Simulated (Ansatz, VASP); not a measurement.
One calculation of Zr, two programs

```
Zr
1.0
     2.64952    0.00000    0.00000
     0.00000    2.64952    0.00000
     0.00000    0.00000    2.64952
Zr
1
Direct
  0.00000 0.00000 0.00000
```

Change from the starting cell: volume scaled by 0.75, LAPW.

Alike in both runs: task single point; functional PBE; k mesh 14 × 14 × 14; occupations fermi-dirac, width 0.1 eV; no spin polarisation.

|  | VASP | Ansatz |
| --- | --- | --- |
| version | VASP 6.6.1 | Ansatz 0.2.0 |
| potentials or method | VASP PAW PBE potentials, release 64 (Zr_sv), cutoff 520 eV | all-electron LAPW, scalar-relativistic |

```csv
,VASP,Ansatz,Ansatz less VASP
pressure (GPa),33.4,33.2,-0.24
```

Ansatz ran all-electron here, so the differences hold the error of VASP's frozen core and of both bases.

Caveats: so large a pressure means that the cell lies far from this level's equilibrium, or that cutoff or potentials fall short (VASP).
